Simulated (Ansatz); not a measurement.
**Al: an elastic constant from a strain scan**

Theory: DFT PBE+D3(BJ), scalar-relativistic, plane waves, PAW in Ansatz. Cutoff 420 eV, Γ-centred 26×26×26 k-points, Gaussian smearing of 0.15 eV. No spin polarisation. Energies are free energies at this smearing, counted from the undisturbed cell; pressure is positive in compression.

The undisturbed cell (relaxed at this level):

```
Al
1.0
     0.00000    1.99136    1.99136
     1.99136    0.00000    1.99136
     1.99136    1.99136    0.00000
Al
1
Direct
  0.00000 0.00000 0.00000
```

The cell is strained by ε times the Voigt pattern (0, 0, 1, 0, 0, 0) (xx, yy, zz, yz, xz, xy; engineering shear) with fractional coordinates fixed. The cell holds 1 atom in V0 = 15.79 Å³. The stress column is τ = (1/V0) dE/dε, got from the stress tensor σ (compression positive) at each point as −det(1 + εP) σ : P(1 + εP)⁻¹, with P the pattern as a tensor.

```
      ε  ΔE (meV/atom)  τ (GPa)
-0.1000         82.045  -17.917
-0.0750         44.432  -12.761
-0.0500         18.978   -7.964
-0.0250          4.570   -3.784
 0.0000          0.000   -0.021
 0.0250          3.883    3.158
 0.0500         14.914    5.582
 0.0750         31.094    7.434
 0.0875         40.678    8.119
 0.1000              ?        ?
```

Q: Which combination of elastic constants does this scan measure, and how large is it?

A: For small ε, τ = τ0 + Kε with K = pᵀCp, which for this pattern is C11 in the cubic axes. The parabola through τ at ε = -0.0250, 0 and 0.0250 has slope K = 139 GPa at zero. The energies per cell, E = NΔE, of the same two points give K = 2[E(ε₊)/ε₊ − E(ε₋)/ε₋]/[(ε₊ − ε₋)V0] = 137 GPa, in agreement.

Q: Predict the withheld row at ε = 0.1000 from the harmonic law, and compare.

A: ΔE = V0(τ0 ε + Kε²/2)/N = 68.232 meV/atom and τ = 13.86 GPa. The calculation gives 51.098 meV/atom and 8.78 GPa: the energy lies 25 % below the harmonic value, as bonds soften when stretched.

In a metal these slopes depend on the k mesh and the smearing.